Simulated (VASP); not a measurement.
GaN:

```
Ga N
1.0
     3.18023    0.00000    0.00000
    -1.59012    2.75416    0.00000
     0.00000    0.00000    5.18322
Ga N
2 2
Direct
  0.33333 0.66667 0.99924
  0.66667 0.33333 0.49924
  0.33333 0.66667 0.37576
  0.66667 0.33333 0.87576
```

Base run:

```yaml
Program: VASP 6.6.1
Functional: LDA
Potentials_or_basis: VASP PAW LDA potentials, release 64 (Ga_d, N)
Cutoff: 520 eV
k_mesh: 12 × 12 × 5
Occupations: gaussian, width 0.03 eV
Spin: no spin polarisation
```

Its results: band gap on the k mesh 1.97 eV, direct; pressure -4.1 GPa.

Question: The run is repeated on the same cell with these changes: functional from LDA to PBEsol; potentials or basis from VASP PAW LDA potentials, release 64 (Ga_d, N) to VASP PAW PBE potentials, release 64 (Ga_d, N). What comes out?

Answer: Band gap on the k mesh 1.91 eV, direct; pressure 0.1 GPa.

Caveats: the PAW data sets were made with another functional, which shifts forces and pressure a little (some runs).
